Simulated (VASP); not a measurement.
# SnTe (F-43m) in VASP: further runs

One crystal, SnTe, is run at these levels: PBE; tasks: single point.

Program: VASP 6.6.1. These are calculated values, not measurements. Logs are shortened: lines on timing, memory, paths and dates and some standing lists are left out, and cuts for length are marked.

### 1 Starting point

Symmetry: F-43m, No. 216, cubic system. Conventional cell: a = 7.222 Å, b = 7.222 Å, c = 7.222 Å, α = 90.00°, β = 90.00°, γ = 90.00°. Te (site symmetry -43m) is surrounded by 4 Sn at 3.13 Å. Around Sn (site symmetry -43m) lie 4 Te at 3.13 Å.

Measurements of this composition are mostly on another form, of space group No. 225.

### 2 Single point, PBE, spin-orbit coupling, no magnetisation

Input file INCAR:

```
SYSTEM = SnTe
PREC = Accurate
ENCUT = 520
EDIFF = 1E-7
ISMEAR = 0
SIGMA = 0.02
LREAL = .False.
LASPH = .True.
NELM = 100
ALGO = Normal
ISIF = 2
LWAVE = .False.
LCHARG = .False.
MAGMOM = 0 0 0 0 0 0
LORBIT = 11
LSORBIT = .True.
GGA_COMPAT = .False.
GGA = PE
NBANDS = 36
```

Input file KPOINTS:

```
regular mesh
0
Gamma
  3 3 3
  0 0 0
```

Input file POSCAR:

```
SnTe
1.0
    0.0000000000      3.6111460000      3.6111460000
    3.6111460000      0.0000000000      3.6111460000
    3.6111460000      3.6111460000      0.0000000000
Te Sn
1 1
Direct
    0.2500000000      0.2500000000      0.2500000000
    0.0000000000      0.0000000000      0.0000000000
```

Potentials or basis: VASP PAW PBE potentials, release 64 (Te, Sn_d).

Started as:

```
> cat potpaw_PBE.64/Te/POTCAR potpaw_PBE.64/Sn_d/POTCAR > POTCAR
> mpirun -np 1 vasp_ncl > vasp.out
```

OUTCAR:

```text
SYSTEM = SnTe
   PREC = Accurate
   ENCUT = 520
   EDIFF = 1E-7
   ISMEAR = 0
   LREAL = .False.
   LASPH = .True.
   NELM = 100
   ISIF = 2
   LORBIT = 11
   LSORBIT = .True.
   GGA = PE

 Found      5 irreducible k-points:

 Following reciprocal coordinates:
            Coordinates               Weight
  0.000000  0.000000  0.000000      1.000000
  0.333333  0.000000  0.000000      4.000000
 -0.333333  0.000000  0.000000      4.000000
  0.333333  0.333333  0.000000      6.000000
 -0.333333  0.333333  0.000000     12.000000
   k-points           NKPTS =      5   k-points in BZ     NKDIM =      5   number of bands    NBANDS=     36
   number of dos      NEDOS =    301   number of ions     NIONS =      2
   total plane-waves  NPLWV =  64000
   dimension x,y,z NGX =    40 NGY =   40 NGZ =   40
   dimension x,y,z NGXF=    80 NGYF=   80 NGZF=   80
   ions per type =               1   1
   NGX,Y,Z   is equivalent  to a cutoff of  13.02, 13.02, 13.02 a.u.
   NGXF,Y,Z  is equivalent  to a cutoff of  26.04, 26.04, 26.04 a.u.
 SYSTEM =  SnTe
   PREC   = accura    normal or accurate (medium, high low for compatibility)
   ISTART =      0    job   : 0-new  1-cont  2-samecut
   ICHARG =      2    charge: 1-file 2-atom 10-const
   ISPIN  =      1    spin polarized calculation?
   LNONCOLLINEAR =      T non collinear calculations
   LSORBIT =      T    spin-orbit coupling
   LASPH  =      T    aspherical Exc in radial PAW
   ENCUT  =  520.0 eV  38.22 Ry    6.18 a.u.   9.50  9.50  9.50*2*pi/ulx,y,z
   NELM   =    100;   NELMIN=  2; NELMDL= -5     # of ELM steps
   EDIFF  = 0.1E-06   stopping-criterion for ELM
   LREAL  =      F    real-space projection
   EDIFFG = 0.1E-05   stopping-criterion for IOM
   NSW    =      0    number of steps for IOM
   IBRION =     -1    ionic relax: 0-MD 1-quasi-New 2-CG
   NFREE  =      0    steps in history (QN), initial steepest desc. (CG)
   ISIF   =      2    stress and relaxation
   ISYM   =      2    0-nonsym 1-usesym 2-fastsym
   POTIM  = 0.5000    time-step for ionic-motion
   TEBEG  =    0.0;   TEEND  =   0.0 temperature during run
   PSTRESS=    0.0 pullay stress
   NELECT =      20.0000    total number of electrons
   NUPDOWN=      -1.0000    fix difference up-down
   EMIN   =  10.00;   EMAX   =-10.00  energy-range for DOS
   EFERMI =   0.00;   METHOD = LEGACY
   ISMEAR =     0;   SIGMA  =   0.02  broadening in eV -4-tet -1-fermi 0-gaus
   EFERMI_NEDOS =   21; number of points for ismear=-14 and -15
   IALGO  =     38    algorithm
   IMIX   =      4    mixing-type and parameters
     AMIX     =   0.40;   BMIX     =  1.00
     AMIX_MAG =   1.60;   BMIX_MAG =  1.00
  volume/ion in A,a.u.               =      47.09       317.78
  Fermi-wavevector in a.u.,A,eV,Ry     =   0.976704  1.845704 12.979296  0.953951
  Thomas-Fermi vector in A             =   2.107344
   LORBIT       =     11    0 simple, 1 ext, 2 COOP (PROOUT), +10 PAW based schemes
   GGA     = PE    functional components
   LHFCALC =     F    Hartree Fock is set to
   AEXX    =    0.0000 exact exchange contribution
   IVDW    =     0    specifies the selected vdW correction
   LEPSILON=     F    determine dielectric tensor
   LRPA    =     F    only Hartree local field effects (RPA)
 Gauss-broadening in eV      SIGMA  =   0.02
  energy-cutoff  :      520.00
  volume of cell :       94.18
 maximum number of plane-waves:      5274
 NGX is ok and might be reduce to    40
   NGX = 19   NGY = 19   NGZ = 19

 number of electron      19.9999999 magnetization      -0.0000000     -0.0000000     -0.0000000

 number of electron      19.9999999 magnetization       0.0000000      0.0000000      0.0000000

 number of electron      19.9999999 magnetization       0.0000000     -0.0000000     -0.0000000

 number of electron      19.9999999 magnetization       0.0000000     -0.0000000      0.0000000

 Free energy of the ion-electron system (eV)
  ---------------------------------------------------
  ext. energy  EPLUGINS =         0.00000000
  ---------------------------------------------------
  free energy    TOTEN  =        -7.34015889 eV

  energy without entropy =       -7.34015889  energy(sigma->0) =       -7.34015889

 E-fermi :   2.8401     XC(G=0):  -7.4736

 val. band max:        2.6760010666   @ k =  -0.3333   0.3333   0.0000
 cond. band min:       3.3833022449   @ k =   0.3333   0.3333   0.0000
 fundamental gap:      0.7073011782
 Fermi energy:         2.8400667672

 k-point     1 :       0.0000    0.0000    0.0000
  band No.  band energies     occupation
      1     -19.2515      1.00000
      2     -19.2515      1.00000
      3     -19.2515      1.00000
      4     -19.2515      1.00000
      5     -18.2187      1.00000
      6     -18.2187      1.00000
[... 24 lines left out ...]
     31       9.5946      0.00000
     32       9.5946      0.00000

 k-point     2 :       0.3333    0.0000    0.0000
  band No.  band energies     occupation
      1     -19.2514      1.00000
      2     -19.2512      1.00000
      3     -19.2512      1.00000
      4     -19.2511      1.00000
      5     -18.2182      1.00000
      6     -18.2182      1.00000
[... 24 lines left out ...]
     31       9.2483      0.00000
     32       9.2610      0.00000

 k-point     3 :      -0.3333    0.0000    0.0000
  band No.  band energies     occupation
      1     -19.2514      1.00000
      2     -19.2512      1.00000
      3     -19.2512      1.00000
      4     -19.2511      1.00000
      5     -18.2182      1.00000
      6     -18.2182      1.00000
[... 24 lines left out ...]
     31       9.2483      0.00000
     32       9.2610      0.00000

 k-point     4 :       0.3333    0.3333    0.0000
  band No.  band energies     occupation
      1     -19.2517      1.00000
      2     -19.2517      1.00000
      3     -19.2505      1.00000
      4     -19.2505      1.00000
      5     -18.2184      1.00000
      6     -18.2184      1.00000
[... 24 lines left out ...]
     31      10.6576      0.00000
     32      10.6576      0.00000

 k-point     5 :      -0.3333    0.3333    0.0000
  band No.  band energies     occupation
      1     -19.2522      1.00000
      2     -19.2514      1.00000
      3     -19.2506      1.00000
      4     -19.2500      1.00000
      5     -18.2195      1.00000
      6     -18.2166      1.00000
[... 24 lines left out ...]
     31      10.4295      0.00000
     32      10.4542      0.00000
 [bands above 32 left out]

------------------------ aborting loop because EDIFF is reached ----------------------------------------

  FORCE on cell =-STRESS in cart. coord.  units (eV):
  Direction    XX          YY          ZZ          XY          YZ          ZX
  --------------------------------------------------------------------------------------
  -------------------------------------------------------------------------------------
  Total       -0.4761544     -0.4761544     -0.4761544     -0.0000000      0.0000000     -0.0000000
  in kB       -8.1001532     -8.1001532     -8.1001532     -0.0000000      0.0000000     -0.0000000
  external PRESSURE =      -8.1001532 kB  Pullay stress =       0.0000000 kB

 VOLUME and BASIS-vectors are now :
 -----------------------------------------------------------------------------
  energy-cutoff  :      520.00
  volume of cell :       94.18
      direct lattice vectors                 reciprocal lattice vectors
     0.000000000  3.611146000  3.611146000    -0.138460201  0.138460201  0.138460201
     3.611146000  0.000000000  3.611146000     0.138460201 -0.138460201  0.138460201
     3.611146000  3.611146000  0.000000000     0.138460201  0.138460201 -0.138460201

 POSITION                                       TOTAL-FORCE (eV/Angst)
 -----------------------------------------------------------------------------------
      1.80557      1.80557      1.80557        -0.000000     -0.000000     -0.000000
      0.00000      0.00000      0.00000         0.000000      0.000000      0.000000
 -----------------------------------------------------------------------------------
    total drift:                               -0.000000     -0.000000     -0.000000

  FREE ENERGIE OF THE ION-ELECTRON SYSTEM (eV)
  ---------------------------------------------------
  free  energy   TOTEN  =        -7.3401588917 eV

  energy  without entropy=       -7.3401588917  energy(sigma->0) =       -7.34015889

 Spin-Orbit-Coupling matrix elements

 Ion:    1  E_soc:     -0.2229403
 l=   1
     0.0000000    -0.0371527    -0.0371527
    -0.0371527     0.0000000    -0.0371527
    -0.0371527    -0.0371527     0.0000000
 l=   2
     0.0000000     0.0000102     0.0000000     0.0000102    -0.0000142
     0.0000102     0.0000000    -0.0000107     0.0000102    -0.0000036
     0.0000000    -0.0000107     0.0000000    -0.0000107     0.0000000
     0.0000102     0.0000102    -0.0000107     0.0000000    -0.0000036
    -0.0000142    -0.0000036     0.0000000    -0.0000036     0.0000000
 l=   3
     0.0000000     0.0000000     0.0000000     0.0000000     0.0000000     0.0000000     0.0000000
     0.0000000     0.0000000     0.0000000     0.0000000     0.0000000     0.0000000     0.0000000
     0.0000000     0.0000000     0.0000000     0.0000000     0.0000000     0.0000000     0.0000000
     0.0000000     0.0000000     0.0000000     0.0000000     0.0000000     0.0000000     0.0000000
     0.0000000     0.0000000     0.0000000     0.0000000     0.0000000     0.0000000     0.0000000
     0.0000000     0.0000000     0.0000000     0.0000000     0.0000000     0.0000000     0.0000000
     0.0000000     0.0000000     0.0000000     0.0000000     0.0000000     0.0000000     0.0000000

 Ion:    2  E_soc:     -0.1042292
 l=   1
     0.0000000    -0.0112354    -0.0112354
    -0.0112354     0.0000000    -0.0112354
    -0.0112354    -0.0112354     0.0000000
 l=   2
     0.0000000    -0.0012458     0.0000000    -0.0012458    -0.0048903
    -0.0012458     0.0000000    -0.0036677    -0.0012458    -0.0012226
     0.0000000    -0.0036677     0.0000000    -0.0036677     0.0000000
    -0.0012458    -0.0012458    -0.0036677     0.0000000    -0.0012226
    -0.0048903    -0.0012226     0.0000000    -0.0012226     0.0000000
 l=   3
     0.0000000     0.0000000     0.0000000     0.0000000     0.0000000     0.0000000     0.0000000
     0.0000000     0.0000000     0.0000000     0.0000000     0.0000000     0.0000000     0.0000000
     0.0000000     0.0000000     0.0000000     0.0000000     0.0000000     0.0000000     0.0000000
     0.0000000     0.0000000     0.0000000     0.0000000     0.0000000     0.0000000     0.0000000
     0.0000000     0.0000000     0.0000000     0.0000000     0.0000000     0.0000000     0.0000000
     0.0000000     0.0000000     0.0000000     0.0000000     0.0000000     0.0000000     0.0000000
     0.0000000     0.0000000     0.0000000     0.0000000     0.0000000     0.0000000     0.0000000

 total charge

# of ion       s       p       d       tot
------------------------------------------
    1        1.392   1.939   0.017   3.348
    2        1.392   0.700   9.959  12.051
--------------------------------------------------
tot          2.784   2.639   9.976  15.399

 magnetization (x)

# of ion       s       p       d       tot
------------------------------------------
    1        0.000   0.000  -0.000   0.000
    2       -0.000  -0.000  -0.000  -0.000
--------------------------------------------------
tot          0.000   0.000  -0.000   0.000

 magnetization (y)

# of ion       s       p       d       tot
------------------------------------------
    1        0.000  -0.000   0.000  -0.000
    2        0.000  -0.000  -0.000  -0.000
--------------------------------------------------
tot          0.000  -0.000   0.000  -0.000

 magnetization (z)

# of ion       s       p       d       tot
------------------------------------------
    1       -0.000  -0.000   0.000  -0.000
    2       -0.000   0.000  -0.000  -0.000
--------------------------------------------------
tot         -0.000  -0.000   0.000  -0.000
```

Run time: 49 s. Hardware: 1 thread of Intel Xeon Platinum 8488C (Sapphire Rapids), shared host; peak memory 0.47 GiB.

The run converged, but some of its settings lie outside the range that counts as converged, so its numbers aren't taken as properties of the crystal.

What came out:

```yaml
Free_energy: -7.3402 eV
Pressure: -0.8 GPa
Valence_electrons_inside_the_program's_atomic_spheres: Te 3.35; Sn 12.05
```

Caveat: the k mesh is coarse (spacing up to 0.50 Å⁻¹), so the values aren't converged.

### 3 Single point, PBE, spin-orbit coupling, no magnetisation

INCAR, as its differences from that of step 2:

```diff
@@ -2,3 +2,3 @@
 PREC = Accurate
-ENCUT = 520
+ENCUT = 650
 EDIFF = 1E-7
```

KPOINTS is that of step 2.

POSCAR is that of step 2.

Potentials or basis: VASP PAW PBE potentials, release 64 (Te, Sn_d).

Started as:

```
> cat potpaw_PBE.64/Te/POTCAR potpaw_PBE.64/Sn_d/POTCAR > POTCAR
> mpirun -np 1 vasp_ncl > vasp.out
```

Run time: 56 s. Hardware: 1 thread of Intel Xeon Platinum 8488C (Sapphire Rapids), shared host; peak memory 0.54 GiB.

These settings aren't checked as converged: the numbers below hold their error.

Results:

| Property | Result |
| --- | --- |
| Free energy | -7.3403 eV |
| Pressure | -0.8 GPa |
| Valence electrons inside the program's atomic spheres | Te 3.35; Sn 12.05 |

Caveat: the k mesh is coarse (spacing up to 0.50 Å⁻¹), so the values aren't converged.

### 4 Single point, PBE, spin-orbit coupling, no magnetisation

INCAR, as its differences from that of step 3:

```diff
@@ -2,3 +2,3 @@
 PREC = Accurate
-ENCUT = 650
+ENCUT = 280
 EDIFF = 1E-7
```

Input file KPOINTS:

```
regular mesh
0
Gamma
  5 5 5
  0 0 0
```

POSCAR is that of step 3.

Started as:

```
> cat potpaw_PBE.64/Te/POTCAR potpaw_PBE.64/Sn_d/POTCAR > POTCAR
> mpirun -np 1 vasp_ncl > vasp.out
```

Wall time 31 s (1 thread of Intel Xeon Platinum 8488C (Sapphire Rapids), shared host); peak memory 0.24 GiB.

The run converged, but some of its settings lie outside the range that counts as converged, so its numbers aren't taken as properties of the crystal.

Results:

```
Free energy                                           : -7.2249 eV
Pressure                                              : 0.0 GPa
Valence electrons inside the program's atomic spheres : Te 3.36; Sn 12.05
```

Caveat: the cutoff is under 1.25 times the usual one of these potentials, so pressure, stress and relaxed cells hold a basis-set (Pulay) error.

(Continued in part 2 of 2.)
